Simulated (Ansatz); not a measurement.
**Rh(111) / 1 layer Re(0001) / Rh(111): resistance against film thickness**

How does the resistance across the layers grow with the film in Rh(111) / 1 layer Re(0001) / Rh(111)?

Main program and level: Ansatz 0.2.0; Ansatz plane-wave DFT, PBE, PAW files; ballistic transport by layer matching (Landauer), zero bias.

### 1. The structure

The cell holds 9 atoms: 8 Rh and 1 Re. Its edges and angles: a = 2.689 Å, b = 2.689 Å, c = 19.915 Å, α = 90.0°, β = 90.0°, γ = 120.0°. It derives from Rh and Re. Regions: lead, 8 atoms (8 Rh); films, 1 atom (1 Re). The structure is stacked along c, and the current runs across the ab planes.

### 2. With 1 layer

The film is laid into the lead at the lead's in-plane lattice, and the cell closes on the lead's own image. The mesh across the current, 32×32, is finer than the density's, because channels open and close sharply across the zone. Energies from -1 to 1 eV in steps of 0.036 eV cover the slope of the Fermi function at 300 K, so the program can form a conductance.

input.yaml reads:

```yaml
crystal:
  lattice:
    - [2.6891977995, 0.0, 0.0]
    - [-1.3445988998, 2.3289136102, 0.0]
    - [0.0, 0.0, 19.9151501631]
  atoms:
    - { symbol: Rh, position: [0.0, 0.0, 0.0551268956] }
    - { symbol: Rh, position: [0.3333333333, 0.6666666667, 0.1653806869] }
    - { symbol: Rh, position: [0.6666666667, 0.3333333333, 0.2756344781] }
    - { symbol: Rh, position: [0.0, 0.0, 0.3858882694] }
    - { symbol: Re, position: [0.3333333333, 0.6666666667, 0.5] }
    - { symbol: Rh, position: [0.6666666667, 0.3333333333, 0.6141117306] }
    - { symbol: Rh, position: [0.0, 0.0, 0.7243655219] }
    - { symbol: Rh, position: [0.3333333333, 0.6666666667, 0.8346193131] }
    - { symbol: Rh, position: [0.6666666667, 0.3333333333, 0.9448731044] }
kpoints:
  mp_grid: { grid: [16, 16, 2] }
hamiltonian:
  xc: pbe
scf:
  occupations: { method: fermi_dirac, width: 0.1 }
output:
  transmission: { leads: [[0, 1]], kmesh: [32, 32], e_range: [-1.0, 1.0], de: 0.036 }
  write_potential: true
  write_density: true
  volumetric_format: npy
  elf: true
```

On the command line:

```
$ ansatz run input.yaml --threads 4 --pin off --max-ram 8192MiB --backend cpu --events-out ev --progress --plain --runs-dir out
```

Numbers of over 12 decimals in the logs are rounded to 6 here.

The log of the run:

```text
Engine: ansatz 0.2.0, aarch64-unknown-linux-gnu
Pseudopotentials: kind: paw
Pseudopotential: Rh, paw, valence charge 17, recommended cutoff 420 eV (normal), Rh.paw.azcp
Pseudopotential: Re, paw, valence charge 15, recommended cutoff 420 eV (normal), Re.paw.azcp
Functional definition: PBE
  parameter kappa = 0.804
  parameter beta = 0.066725
  exchange = pbe_x(kappa = kappa, mu = beta*pi^2/3)
  correlation = pbe_c(beta = beta)
Crystal: 9 atoms, lattice volume = 124.727 Å³
Basis set: ecut = 420 eV, 2485 PW (Γ)
Bands: 91, of which v1, the nominal top of the filled ones, is band 76 counted from 1 (75 counted from 0)
Symmetry: 12 space group operations
Space group: P-3m1 (ITA 164), of the structure as read, at distance tolerance 5.0e-5 Å
k-points: 60 of 512
Non-local potential: Rh, projectors of the file, l = 0: 3, l = 1: 2, l = 2: 2, l = 3: 1
Non-local potential: Re, projectors of the file, l = 0: 3, l = 1: 2, l = 2: 2, l = 3: 1
PAW form: soft (Blöchl's): semilocal exchange-correlation on the pseudo side does not see the compensation charge
PAW one-centre angular grid: Rh, 590 points (default); XC on 64 Gauss nodes
PAW one-centre angular grid: Re, 590 points (default); XC on 64 Gauss nodes
Initial density: superposition of atomic densities (neutral atoms: chi_scale 0, normalization atom), corrected by the library's trained network
Initial wavefunctions: pseudopotential atomic-orbital guess
Functional: x = pbe(κ = 0.804, μ = 0.219515), c = pbe(β = 0.066725)
SCF iter   1: F=—  HF=-62091.499761 eV  |F-HF|=—  |Δ(HF+E_count)|=         —  Δρ=1.54e-2  dr2=7.63e0  ethr=1.77e-3  ⟨swp⟩=5.5  Hψ=17798  notcnv=0  defer=50
preconditioner: auto → Kerker (q_TF=auto, 2.817 Å⁻¹)  [metal: Δε(μ)=0.006 eV  Ē_g=6.096 eV  σ=0.100 eV  W_gap=0.02  n_scr=46 (ndim 8)  ℏωp=29.6 eV  f_vac=0.000  D(μ)=11.20/eV (n_scr^D=138)]
SCF iter   2: F=—  HF=-62091.472286 eV  |F-HF|=—  |Δ(HF+E_count)|=   2.75e-2  Δρ=7.38e-3  dr2=2.62e0  ethr=1.77e-3  ⟨swp⟩=1.1  Hψ=6303  notcnv=0  defer=49
SCF iter   3: F=—  HF=-62091.456232 eV  |F-HF|=—  |Δ(HF+E_count)|=   1.61e-2  Δρ=1.19e-3  dr2=1.21e-1  ethr=1.73e-3  ⟨swp⟩=1.0  Hψ=5397  notcnv=0  defer=49
SCF iter   4: F=—  HF=-62091.454447 eV  |F-HF|=—  |Δ(HF+E_count)|=   1.79e-3  Δρ=3.87e-4  dr2=4.67e-3  ethr=8.03e-5  ⟨swp⟩=1.0  Hψ=5397  notcnv=0  defer=49
SCF iter   5: F=—  HF=-62091.454377 eV  |F-HF|=—  |Δ(HF+E_count)|=   7.00e-5  Δρ=1.04e-4  dr2=2.42e-5  ethr=3.10e-6  ⟨swp⟩=1.0  Hψ=5397  notcnv=0  defer=49
SCF iter   6: F=—  HF=-62091.454385 eV  |F-HF|=—  |Δ(HF+E_count)|=   8.01e-6  Δρ=3.19e-5  dr2=9.13e-6  ethr=1.60e-8  ⟨swp⟩=2.1  Hψ=7709  notcnv=0  defer=49
SCF iter   7: F=—  HF=-62091.454385 eV  |F-HF|=—  |Δ(HF+E_count)|=   4.19e-8  Δρ=1.31e-5  dr2=1.64e-6  ethr=6.05e-9  ⟨swp⟩=1.0  Hψ=5398  notcnv=0  defer=49
SCF iter   8: F=-62091.454385 eV  HF=-62091.454385 eV  |F-HF|=1.77e-8  |Δ(HF+E_count)|=   2.00e-8  Δρ=2.79e-6  dr2=2.16e-8  ethr=6.62e-11  ⟨swp⟩=4.5  Hψ=12244  notcnv=0
the search or the solves at the SCF's close seem to have found levels that the self-consistency loop had missed (the run counts 1). By its estimate they hold under 1e-12 electrons; where the run keeps them, the occupations were computed again with them
SCF 1 converged in 8 iterations: F = -62091.454385 eV  dr2 = 2.16e-8
  greatest PAW one-centre occupation: 1.000 electrons in one spin orbital (limit 2), on the Rh atom at site 5 (counted from 0), in its partial waves of l = 0
transmission: 368 of 3672 steps passed
transmission: 736 of 3672 steps passed
[...]
transmission: 3672 of 3672 steps passed
SCF converged after 8 iterations
Free energy (F): -62091.454385 eV
Harris-Foulkes:  -62091.454385 eV  (|F-HF|=1.77e-8)
Internal energy: -62091.080939 eV  (E = F + TS)
E sigma→0 (E₀):  -62091.267662 eV
Entropy (-TS):   -0.373446 eV (-41.494 meV/atom)
Fermi energy:    22.618674 eV
--- Per-component energies (eV) ---
  E_band       = -748.050058
  E_kinetic    = 5129.698567
  E_local      = -13669.495095  (includes V_loc(G=0)·N_el)
  E_nonlocal   = 2884.589091
  E_hartree    = 4876.752801
  E_xc         = -2180.607849
  E_vxc        = -2534.654274  (∫ρ·V_xc dr)
  E_paw        = -37354.005412  (= ΣΔE_a)
  E_vpaw       = -2311.705046  (= ΣTr[D̂ρ^β])
  E_aug_tail   = 0.006783  (compensation charges beyond the density's cutoff)
  E_ewald      = -21778.019824
  E_smearing   = -0.373446  (= −TS)
  E_closure    = -0.000000  (closes the sum)
  Σ components = -62091.454385   (vs F -62091.454385, Δ=0.00e0)
--- Band table (eV; the first three rows and the last of 60) ---
  k-point 0: bands = [... 72 lower, 21.5878, 21.5878, 21.6365, 21.6365, 21.7184, 21.7184, 22.1587, 22.1587, ... 11 higher]
  k-point 1: bands = [... 72 lower, 21.5825, 21.5872, 21.6095, 21.6095, 21.8148, 21.9358, 21.9358, 21.9537, ... 11 higher]
  k-point 2: bands = [... 72 lower, 21.4590, 21.4970, 21.6326, 21.6870, 21.7965, 21.9036, 21.9118, 21.9252, ... 11 higher]
  k-point 59: bands = [... 72 lower, 22.5176, 22.7097, 22.8748, 22.9033, 22.9548, 23.0314, 23.2590, 23.3817, ... 11 higher]
--- Transmission ---
  basis      : 55 plane waves across, 36 finite elements along
  points     : 102, standing for a mesh of 32 x 32
  filling    : by the input's occupations and mesh, since the crystals that have channels conduct as metals do. If one of these is a semiconductor, that mesh has misplaced its level
  energies   : 56 from -1.000000 to 0.980000 eV about the Fermi level, 0.036000 eV apart; the leads are filled to 0.000000 eV, and channels, transmission and decay are at 0.008000 eV
  crystal 0  : Rh1, at the sites [0, 1], period 2.1957 Å, over 17.57 Å; its Hamiltonian steps by up to 7.1 meV
    offset         : up to 0.0000 Å between an atom of the period and one for which it stands
    filled         : 3.8 meV under the level at which it is neutral
    channels       : 1.792969e0 a spin
    conductance    : 2.2285e15 S/m² at 300 K; may be off by some 0.0 % by where its bands' edges are placed, 2.9 % from the k-mesh, 0.1 % from the distance to neutral
    slowest decay  : 0.0722 /Å at (0.4062, 0.1875)
  junction   : crystal 0 to crystal 0, 0.70 to 18.42 Å
    transmission   : 8.606561e-1 a spin
    conductance    : 1.0576e15 S/m² at 300 K (1.0259e15 on every other point, 1.0551e15 on every other energy)
    error estimate : 0.2 % from the energy spacing and 0.7 % from band edges of the leads and from resonances (wavevectors taken as independent; lower de), 3.9 % from the k-mesh, 38.0 % from the steps of its leads' Hamiltonians or their offsets (lay more layers), 0.0 % from the distance to neutral
    resistance     : 4.9677e-4 Ω µm² beyond half of each lead's own
```

Run time: 1.8 min. Hardware: 4 threads of Arm Neoverse V2, shared host; peak memory 0.81 GiB; 6.3 min of CPU time.

In the SCF lines HF is the Harris–Foulkes energy and dr2 the Hartree energy of the density residual, in eV; the loop may stop once dr2 is under the threshold and the program's other checks hold. Hψ counts applications of the Hamiltonian.

Numbers from this step:

| Item | Value |
| --- | --- |
| free energy | -62091.4544 eV |
| energy at zero smearing | -62091.2677 eV |
| Fermi energy | 22.62 eV |
| cell area | 6.263 Å² |
| step of the lead's potential | 7.1 meV |
| ballistic conductance of the lead | 2.23e15 S/m² |
| estimated errors of the lead's conductance | 0, 2.9, 0.1 % (band edges, k-mesh, distance from neutral) |
| lead conductance per cell | 1.801 G₀ |
| conductance of the junction | 1.06e15 S/m² |
| junction conductance per cell | 0.8549 G₀ |
| estimated errors of the junction's conductance | 0.2, 0.7, 3.9, 38, 0 % (energy step, band edges, k-mesh, leads' steps, distance from neutral) |
| area resistance that the stack adds (contact term taken off, spin by spin) | 0.4968 fΩ m² |

Per spin. Transmission, zone mean against energy, zero at the Fermi level:

```
energy (eV)  transmission, zone mean
     -1.000                     1.11
     -0.928                     1.06
     -0.856                    0.994
     -0.784                    0.973
     -0.712                    0.968
     -0.676                    0.949
     -0.604                    0.926
     -0.532                    0.922
     -0.460                    0.910
     -0.388                    0.842
     -0.316                    0.801
     -0.244                    0.822
     -0.172                    0.834
     -0.136                    0.861
     -0.100                    0.860
     -0.028                    0.855
      0.008                    0.861
      0.080                    0.846
      0.152                    0.847
      0.224                    0.857
      0.296                    0.844
      0.368                    0.804
      0.440                    0.775
      0.512                    0.721
      0.584                    0.684
      0.656                    0.619
      0.692                    0.615
      0.764                    0.535
      0.836                    0.528
      0.908                    0.436
      0.980                    0.368
```

Per spin. Table of open channels, zone mean, lead by energy, zero at the Fermi level:

```
energy (eV)  open channels, zone mean, lead
     -1.000                            1.84
     -0.964                            1.80
     -0.892                            1.77
     -0.856                            1.77
     -0.784                            1.69
     -0.748                            1.75
     -0.676                            1.75
     -0.640                            1.74
     -0.568                            1.72
     -0.532                            1.73
     -0.460                            1.72
     -0.424                            1.71
     -0.352                            1.67
     -0.316                            1.68
     -0.244                            1.67
     -0.208                            1.71
     -0.136                            1.73
     -0.100                            1.79
     -0.028                            1.78
      0.008                            1.79
      0.080                            1.83
      0.116                            1.83
      0.188                            1.87
      0.224                            1.92
      0.296                            1.99
      0.332                            1.97
      0.404                            1.96
      0.440                            1.96
      0.512                            1.80
      0.548                            1.71
      0.620                            1.41
      0.656                            1.38
      0.728                            1.20
      0.764                            1.08
      0.836                           0.958
      0.872                           0.853
      0.944                           0.794
      0.980                           0.653
```

Transmission over k1 and k2. At 0.0080 eV from the Fermi level.

Values, 12 rows by 16 columns, each cell a mean:
```
1.40 1.31 0.86 0.72 0.90 0.83 0.73 1.08 1.62 1.10 0.15 0.54 0.52 0.51 0.25 0.75
0.54 0.98 1.15 0.86 1.32 1.40 1.18 1.04 1.08 0.95 0.27 0.61 0.25 0.33 0.38 0.44
0.75 0.84 1.08 1.11 1.13 0.95 0.93 1.10 1.01 1.06 0.91 0.77 0.63 0.31 0.29 0.57
0.65 0.93 1.51 1.02 1.00 1.17 0.83 1.02 1.19 0.99 1.24 1.21 0.89 0.54 0.40 0.45
0.60 0.81 1.27 1.02 0.78 1.00 0.53 0.40 0.66 0.82 0.84 1.15 1.13 0.63 0.55 0.70
1.66 1.25 0.97 1.07 1.05 1.20 0.39 0.31 0.46 0.37 1.08 1.10 1.15 0.96 1.05 1.65
1.43 1.08 1.12 0.89 1.15 1.01 0.83 0.37 0.34 0.17 0.74 0.95 1.04 1.02 1.13 1.03
0.38 0.22 0.39 0.71 1.27 1.13 0.82 1.00 0.89 0.67 1.05 0.93 0.90 1.19 1.18 0.64
0.68 0.46 0.51 0.63 0.87 1.21 1.22 1.10 1.14 0.84 0.87 1.08 1.09 1.22 1.25 0.88
0.58 0.44 0.31 0.39 0.58 0.63 0.72 1.02 0.97 1.11 1.07 1.14 1.17 0.82 1.00 0.67
0.44 0.30 0.40 0.35 0.52 0.17 0.60 1.10 1.17 0.98 1.18 1.25 1.07 1.01 1.12 1.03
1.68 0.60 0.43 0.60 0.69 0.32 0.62 1.53 1.74 0.93 0.44 0.80 0.87 0.44 0.82 1.59
```
Columns: k1 (b1) from -0.5 to 0.469; rows upwards: k2 (b2) from -0.5 to 0.469.

Open channels over k1 and k2. At 0.0080 eV from the Fermi level.

Ten even steps from '0' (0.00) to '9' (3.00), each cell a mean:
```
88768433333338669866323333333256
46768653333336687664301333333014
58689987689966999968533356466333
33469868669986868886333334464333
33337866667776666696333333366333
33338666666666666666663333334333
33339996666666666666898433333023
43338896666666666666689843334113
48556676666666666666667666658355
76679866666666677666666668877667
98879866666666699866666666699689
88668877666666668866666666679866
46648677666666666666666666677668
53226333579766666666666666977333
33103333369986666666666666999333
33323333334876666666666666779333
33336433333346866666666666686333
33334633333336977676899667679633
43336656433348699896699868899866
43104434431045677976444444779767
76413333333136679667333333357687
98635333333354699865533333337469
```
Columns: k1 (b1) from -0.5 to 0.469; rows upwards: k2 (b2) from -0.5 to 0.469.

ELF in the ca plane at fractional y = 0.667, with atoms of Rh and Re within 0.2 Å of it. It is the smooth field of the valence electrons, not physical close to the nuclei.

Values, 5 rows by 16 columns, each cell a mean:
```
0.41 0.23 0.24 0.23 0.38 0.28 0.32 0.34 0.32 0.34 0.29 0.41 0.25 0.37 0.29 0.24
0.31 0.23 0.35 0.25 0.30 0.26 0.26 0.28 0.29 0.38 0.27 0.32 0.23 0.29 0.25 0.30
0.24 0.29 0.70 0.37 0.25 0.21 0.22 0.28 0.44 0.64 0.31 0.25 0.21 0.23 0.25 0.56
0.25 0.30 0.74 0.39 0.26 0.21 0.22 0.29 0.48 0.61 0.33 0.26 0.20 0.23 0.25 0.60
0.27 0.25 0.47 0.28 0.25 0.23 0.25 0.27 0.32 0.48 0.27 0.26 0.22 0.26 0.24 0.38
```
Columns run along c (16.0 Å, from fractional 0.04 to 0.84 of the cell), rows up along a (2.7 Å). Atoms in or near the plane, at fractional coordinates: Rh at (0.17, 0.33), Re at (0.50, 0.33), Rh at (0.83, 0.33).

Valence density in the ca plane at fractional y = 0.667, with atoms of Rh and Re within 0.2 Å of it. It is the smooth field of the valence electrons, not physical close to the nuclei.

Ten steps, logarithmic in the rise over the least value, from '0' (0 e/Å³) to '9' (12 e/Å³), each cell a mean:
```
55421122111355422355421123211245532245542112
55421122111355422355421123211245532245532112
44311355421244321244321245431234421134421235
22212688741122210122212477752122210012211368
11114799852111100011112688863111100001112489
11114799852111000011112688863111100001112489
22213688741122100122212478752122210012211368
44312355421234311244321345531234321134421245
```
Columns run along c (16.0 Å, from fractional 0.04 to 0.84 of the cell), rows up along a (2.7 Å). Atoms in or near the plane, at fractional coordinates: Rh at (0.17, 0.33), Re at (0.50, 0.33), Rh at (0.83, 0.33).

Electrostatic potential energy in the ca plane at fractional y = 0.667, with atoms of Rh and Re within 0.2 Å of it. With pseudopotentials it is smooth inside the atoms' cores, unlike the true potential.

Ten even steps from '0' (-53 eV) to '9' (25 eV), each cell a mean:
```
65799999999865799865799998999975689975689999
65799999999865799865799998999975689975689999
77899866899977899987899876689987789987789986
99998511489999999999999632268999999999999841
99998200169999999999998410048999999999999710
99998200169999999999998410048999999999999710
99998511379999999999999631258999999999999841
77899866799987899987899865689987899987799986
```
Columns run along c (16.0 Å, from fractional 0.04 to 0.84 of the cell; values clipped at the 3rd and 97th percentile), rows up along a (2.7 Å). Atoms in or near the plane, at fractional coordinates: Rh at (0.17, 0.33), Re at (0.50, 0.33), Rh at (0.83, 0.33).

The lead's potential steps by 7.1 meV from period to period, small in itself. The program estimates the junction's conductance to 3.9 % from the k-mesh, 0 % from the leads' distance from neutral and 38 % from their steps; more lead layers would test the latter.

By hand: 1/G − 1/G_lead = 1/1.058 − 1/2.228 = 0.497 fΩ m² with G in 10¹⁵ S/m².

[end of part 1 of 2]

[Logs are printed without paths, hosts, clocks, repeated set-up lines and the standing remarks that a program may print on its own settings, such as how far it seeks lower states.]

[Hosts, paths, dates, database ids (printed as entryN), source tags and the programs' standing remarks are cut or masked in the printed files.]
